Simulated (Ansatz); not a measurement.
MgF2:
```xyz
6
Lattice="4.6395 0.0000 0.0000 0.0000 4.6395 0.0000 0.0000 0.0000 3.0635" Properties=species:S:1:pos:R:3 pbc="T T T"
Mg     2.3198     2.3198     1.5317
Mg     0.0000     0.0000     0.0000
F      3.2317     3.2317     0.0000
F      1.4078     1.4078     0.0000
F      3.7276     0.9120     1.5317
F      0.9120     3.7276     1.5317
```

Relaxed with PBEsol. Special points in fractions of this cell's reciprocal vectors: Γ (0.000, 0.000, 0.000); X (0.000, 0.500, 0.000); M (0.500, 0.500, 0.000); Z (0.000, 0.000, 0.500); R (0.000, 0.500, 0.500); A (0.500, 0.500, 0.500).

Task: List the band energies nearest the valence-band maximum at these points for PBEsol (plane waves, PAW; program Ansatz).

Result: In eV from the valence-band maximum; about four levels below and three above (degenerate sets whole), none deeper than 8.9 eV; points with the same levels are listed once.

```tsv
k	below	above
Γ	-0.73 -0.32 -0.32 0.00	6.89 12.00 12.00
X	-0.98 -0.98 -0.38 -0.38	9.29 9.29 13.25 13.25
M	-0.94 -0.94 -0.77 -0.77	10.99 10.99 11.07 11.07
Z	-1.15 -1.15 -0.85 -0.85	11.60 11.60 14.68 14.68
R	-0.73 -0.73 -0.66 -0.66	12.50 12.50 13.22 13.22
A	-0.60 -0.60 -0.48 -0.48	13.07 13.07 13.08 13.08
```

Space group P4_2/mnm (rutile). Symmetry was held in the PBEsol relaxation.

Potentials: the earlier of the program's two PAW sets. The files were generated under PBE; for other functionals the program regenerates the frozen cores, and for LDA and PBEsol the local potential too.
